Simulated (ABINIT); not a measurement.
The system is Ti.

```
Ti
1.0
     2.95000    0.00000    0.00000
    -1.47500    2.55477    0.00000
     0.00000    0.00000    4.68000
Ti
2
Direct
  0.66667 0.33333 0.75000
  0.33333 0.66667 0.25000
```

Base run:

* Program: ABINIT 10.8.3 (patched build)
* Functional: revPBE
* Potentials or basis: JTH PAW PBE v2.0
* Cutoff: 408 eV
* k mesh: 10 × 10 × 6
* Occupations: fermi-dirac, width 0.05 eV
* Spin: no spin polarisation

Its results: band gap on the k mesh none (metal or under the smearing width); pressure 1.0 GPa.

The run is repeated on the same cell with these changes: functional from revPBE to PBE; k mesh from 10 × 10 × 6 to 4 × 4 × 2. What comes out?

Band gap on the k mesh none (metal or under the smearing width); pressure -1.1 GPa.

Several settings changed at once, so the effect can't be laid on one alone.

Caveats: some runs use coarse meshes; the PAW data sets were made with another functional, which shifts forces and pressure a little (some runs).
